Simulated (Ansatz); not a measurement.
Bi:

```
Bi
1.0
    -2.03292    2.03292    2.03292
     2.03292   -2.03292    2.03292
     2.03292    2.03292   -2.03292
Bi
1
Direct
  0.00000 0.00000 0.00000
```

This isn't the form of Bi at room conditions, which is rhombohedral.

The cell isn't the ideal one: volume scaled by 1.08.

Below is the output of Ansatz 0.2.0 for this cell. Logs are shortened: lines on timing, memory, paths and dates and some standing lists are left out, and cuts for length are marked.

```text
Warning: RAYON_NUM_THREADS=2 ignored (pool sized by the plan → 2); use --threads N
scf.n_extra_bands = 6 over 12 filled bands (N_el = 23.0): the run solves 18 bands
Engine: ansatz 0.2.0, aarch64-unknown-linux-gnu
Pseudopotentials: kind: paw, level: accurate
Pseudopotential: Bi, paw, valence charge 23, recommended cutoff 600 eV (high), Bi.paw.azcp
Functional definition: BLYP
  parameter beta = 0.0042
  parameter a = 0.04918
  parameter b = 0.132
  parameter c = 0.2533
  parameter d = 0.349
  exchange = b88_x(beta = beta)
  correlation = lyp_c(a = a, b = b, c = c, d = d)
Crystal: 1 atoms, lattice volume = 33.606 Å³
Basis set: ecut = 600 eV, 1061 PW (Γ), exchange–correlation on 60×60×60 points (8 copies of the dense FFT grid, shifted against one another)
Bands: 18, of which v1, the nominal top of the filled ones, is band 12 counted from 1 (11 counted from 0)
Symmetry: 48 space group operations
Space group: Im-3m (ITA 229), of the structure as read, at distance tolerance 3.2e-5 Å
Magnetic group: BNS 229.140 (UNI 1642), of the structure as read, at distance tolerance 3.2e-5 Å
k-points: 35 of 729
Non-local potential: Bi, projectors of the file, l = 0: 3, l = 1: 3, l = 2: 3, l = 3: 2
PAW form: soft (Blöchl's): semilocal exchange-correlation on the pseudo side does not see the compensation charge
PAW frozen core: Bi, regenerated for the run's functional, and the local potential with it (the file was generated under x = pbe(κ = 0.804, μ = 0.2195149727645171), c = pbe(β = 0.06672455060314922))
[... 25 lines left out ...]
NSCF: frozen V_eff on 86 k-points
SCF converged after 11 iterations
Magnetization: 0.0000 μB (11.5000 up, 11.5000 down)
Absolute magnetization: 0.0000 μB (∫|ρ↑−ρ↓|, with the PAW one-centre terms)
Spin contamination: 0.0000 ħ² per cell (⟨S²⟩ above its minimum at these occupations)
Per-site moments (μB) at R_I (Å): [(1.4770641763931367e-6, 1.4524616783101836)]
Free energy (F): -16102.648816 eV
Harris-Foulkes:  -16102.648816 eV  (|F-HF|=2.00e-11)
Internal energy: -16102.605010 eV  (E = F + TS)
E sigma→0 (E₀):  -16102.626913 eV
Entropy (-TS):   -0.043806 eV (-43.806 meV/atom)
Fermi energy:    12.442698 eV
--- Per-component energies (eV) ---
  E_band       = -826.351411
  E_kinetic    = 599.145711
  E_local      = -5675.738609  (includes V_loc(G=0)·N_el)
  E_nonlocal   = 1488.190116
  E_hartree    = 2040.397195
  E_xc         = -748.215151
  E_vxc        = -272.409310  (∫ρ·V_xc dr)
  E_paw        = -10397.445604  (= ΣΔE_a)
  E_vpaw       = -1046.333089  (= ΣTr[D̂ρ^β])
  E_aug_tail   = -0.000011  (compensation charges beyond the density's cutoff)
  E_ewald      = -3409.080791
  E_core_change = 0.142134  (= ΣΔE_core)
  E_smearing   = -0.043806  (= −TS)
  E_closure    = -0.000000  (closes the sum)
  Σ components = -16102.648816   (vs F -16102.648816, Δ=0.00e0)
--- Forces (eV/Å), atoms counted from 1 ---
  atom   1  Bi     0.00000000    -0.00000000    -0.00000000
  max |Σ_I F_I| component: 6.57e-31 eV/Å
--- Stress (GPa, compression-positive) ---
        0.976188      -0.000000       0.000000
       -0.000000       0.976188       0.000000
        0.000000       0.000000       0.976188
  P = ⅓ Tr σ = 0.9762 GPa (9.762 kbar)
--- Band table (eV; the first three rows and the last of 70) ---
  k-point 0 ↑: bands = ["-140.9726", "-79.0112", "-79.0112", "-79.0112", "-10.5109", "-10.5109", "-10.5109", "-10.4097", "-10.4097", "-0.6450", "16.8342", "16.8342", "16.8342", "20.9839", "23.1557", "23.1557", "23.1557", "23.7221"]
  k-point 1 ↑: bands = ["-140.9726", "-79.0113", "-79.0112", "-79.0112", "-10.5144", "-10.5045", "-10.4919", "-10.4137", "-10.4105", "-0.4456", "15.0881", "16.2978", "16.6922", "21.2528", "22.0494", "22.6369", "22.8652", "24.5541"]
  k-point 2 ↑: bands = ["-140.9726", "-79.0116", "-79.0114", "-79.0112", "-10.5231", "-10.4910", "-10.4432", "-10.4215", "-10.4125", "0.1311", "12.3018", "15.2469", "16.3223", "19.8709", "21.0575", "22.9089", "23.9745", "26.4635"]
  k-point 34 ↓: bands = ["-140.9726", "-79.0121", "-79.0121", "-79.0121", "-10.5110", "-10.5077", "-10.3658", "-10.3658", "-10.3646", "3.4915", "10.6199", "10.8945", "10.8945", "16.4989", "17.0302", "27.2091", "28.6944", "28.6944"]
```

Q: What input gives this log?

A: Band structure with BLYP, collinear spin, ferromagnetic start. The files as run (others can give the same):

input.yaml
```yaml
crystal:
  lattice:
    - [-2.0329191296, 2.0329191296, 2.0329191296]
    - [2.0329191296, -2.0329191296, 2.0329191296]
    - [2.0329191296, 2.0329191296, -2.0329191296]
  atoms:
    - { symbol: Bi, position: [0.0, 0.0, 0.0], spin: 0.5 }
hamiltonian:
  xc: blyp
  pseudopotentials: { kind: paw, level: accurate }
magnetization:
  spin_polarized: true
kpoints:
  mp_grid: { grid: [9, 9, 9] }
  band_path:
    path:
      - [[0.0, 0.0, 0.0], [0.5, -0.5, 0.5], [0.0, 0.0, 0.5], [0.0, 0.0, 0.0], [0.25, 0.25, 0.25], [0.5, -0.5, 0.5]]
      - [[0.25, 0.25, 0.25], [0.0, 0.0, 0.5]]
    npoints: 14
scf:
  occupations: { method: fermi_dirac, width: 0.15 }
  n_extra_bands: 6
output:
  forces: true
  stress: true
  eigenvalues: true
  fatbands: true
```

Potentials or basis: Ansatz PAW earlier set.
The run is started by
```sh
$ ansatz run input.yaml --threads 2 --pin off --max-ram 5120MiB --backend cpu --events-out ev --progress --plain --runs-dir out
```

Caveat: spin-orbit coupling is left out, which moves the levels of the heavy elements; the PAW data sets come from PBE, with cores solved anew for the run's functional, which leaves a small shift of forces and pressure; the starting moments weren't kept.
